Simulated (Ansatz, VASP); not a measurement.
One calculation of PtSe2 (Sudovikovite), two programs

```
CELL_PARAMETERS angstrom
3.72400 0.00000 0.00000
-1.86200 3.22508 0.00000
0.00000 0.00000 5.06200
ATOMIC_POSITIONS crystal
Pt 0.00000 0.00000 0.00000
Se 0.66667 0.33333 0.75000
Se 0.33333 0.66667 0.25000
```

Alike in both runs: functional LDA; k mesh 8 × 8 × 5; occupations fermi-dirac, width 0.05 eV; no spin polarisation.

|  | VASP | Ansatz |
| --- | --- | --- |
| version | VASP 6.6.1 | Ansatz 0.2.0 |
| potentials or method | VASP PAW LDA potentials, release 64 (Pt, Se), cutoff 520 eV | all-electron LAPW, scalar-relativistic |
| task | single point | band structure |

|  | VASP | Ansatz | Ansatz less VASP |
| --- | --- | --- | --- |
| gap on the k mesh at the Fermi level (eV) | none | none | - |
| pressure (GPa) | -0.1 | -0.4 | -0.39 |
| largest component of the traceless stress (GPa) | 0.79 | 0.66 | -0.125 |
| rms of the force components (eV/Å) | 0.117 | 0.092 | -0.0246 |

Atom by atom the forces differ by 0.025 eV/Å (rms over components). A gap of «none» marks a metal or a gap that the smearing closes. Ansatz ran all-electron here, so the differences hold the error of VASP's frozen core and of both bases.

Caveats: spin-orbit coupling is left out, which moves the levels of the heavy elements (Ansatz). The runs have no spin-orbit coupling, so splittings on Pt are missing.
